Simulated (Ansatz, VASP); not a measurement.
**Two plane-wave programs on GaCo**

```
Ga Co
1.0
     2.88310    0.00000    0.00000
     0.00000    2.88310    0.00000
     0.00000    0.00000    3.02725
Ga Co
1 1
Direct
  0.50000 0.50000 0.50000
  0.00000 0.00000 0.00000
```

Change from the starting cell: strain +0.000 along x and y, +0.050 along z, atoms carried along.

Alike in both runs: task single point; functional PBEsol; k mesh 16 × 16 × 16; occupations gaussian, width 0.15 eV; no spin polarisation.

|  | VASP | Ansatz |
| --- | --- | --- |
| version | VASP 6.6.1 | Ansatz 0.2.0 |
| potentials or method | VASP PAW PBE potentials, release 64 (Ga_d, Co) | scalar-relativistic, plane waves, PAW |
| plane-wave cutoff (eV) | 520 | 420 |
| valence electrons in the cell | 22 | 30 |

```csv
,VASP,Ansatz,Ansatz less VASP
gap on the k mesh at the Fermi level (eV),none,none,-
pressure (GPa),-14.9,-15.0,-0.15
largest component of the traceless stress (GPa),0.84,0.82,-0.023
```

A gap of «none» marks a metal or a gap that the smearing closes. The two sets of potentials don't hold the same shells in valence.

Caveats: the PAW data sets were made with another functional, which shifts forces and pressure a little (VASP). Spin polarisation is off, so any magnetic state and its effect on volume and gap are missing.
